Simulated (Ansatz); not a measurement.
## Li: pressure against volume

Li, Im-3m, a = 3.431 Å. Ansatz: PBEsol, PAW, 420 eV, Γ-centred 16×16×16 mesh on 1 atom, Gaussian smearing 0.10 eV; no spin polarisation. Symmetry fixes shape and atoms, so the cell is only scaled; pressure is positive in compression.

| V (Å³/atom) | P (GPa) |
| --- | --- |
| 18.976 | 0.99 |
| 19.582 | 0.49 |
| 20.187 | 0.04 |
| 20.793 | -0.35 |
| 21.399 | ? |

Take V0 = 20.187 Å³/atom, count pressures from its P0 = 0.04 GPa, fit the third-order Birch–Murnaghan form to the other rows, and predict the missing pressure.

With the Eulerian strain f = ½[(V0/V)^(2/3) − 1] and y = (P − P0)/[3f(1 + 2f)^(5/2)], the form is the line y = B0 + 1.5 B0 (B0′ − 4) f. Rows (f, y): 0.02105, 13.57; 0.01025, 13.91; -0.00976, 13.99. Means f = 0.007180, y = 13.823; Σ(Δf)² = 0.0004888, ΣΔfΔy = -0.006071; the slope is their ratio. y = 13.91 − 12.42 f GPa, so B0 = 13.9 GPa and B0′ = 4 + 2 × (-12.42)/(3 × 13.91) = 3.40. At V = 21.399, f = -0.01906, y = 14.147 and P = -0.69 GPa. The run gave -0.69 GPa, the same to the digits shown. The form still works here, 33 % of the fitted range beyond its end.